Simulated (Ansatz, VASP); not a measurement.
**One calculation of BaS, two programs**

```xyz
2
Lattice="0.0000 3.1819 3.1819 3.1819 0.0000 3.1819 3.1819 3.1819 0.0000" Properties=species:S:1:pos:R:3 pbc="T T T"
Ba    0.0000    0.0000    0.0000
S     3.1819    3.1819    3.1819
```

Alike in both runs: task single point; functional PBE; k mesh 8 × 8 × 8; occupations gaussian, width 0.02 eV; no spin polarisation.

|  | VASP | Ansatz |
| --- | --- | --- |
| version | VASP 6.6.1 | Ansatz 0.2.0 |
| potentials or method | VASP PAW PBE potentials, release 64 (Ba_sv, S) | scalar-relativistic, plane waves, PAW |
| plane-wave cutoff (eV) | 520 | 420 |
| valence electrons in the cell | 16 | 16 |

Ansatz gave:

```
gap on the k mesh at the Fermi level (eV) : 2.19
least direct gap on the mesh (eV)         : 2.29
pressure (GPa)                            : 1.4
```

What did VASP give for the same quantities?

gap on the k mesh at the Fermi level (eV): 2.09; least direct gap on the mesh (eV): 2.22; pressure (GPa): 2.0.

With one functional, cell and mesh, what is left measures potentials, basis and numerics.

Caveats: spin-orbit coupling is left out, which moves the levels of the heavy elements. A k mesh can miss the band edges. Expect the measured gap to be larger: semilocal functionals such as PBE lack the derivative discontinuity.
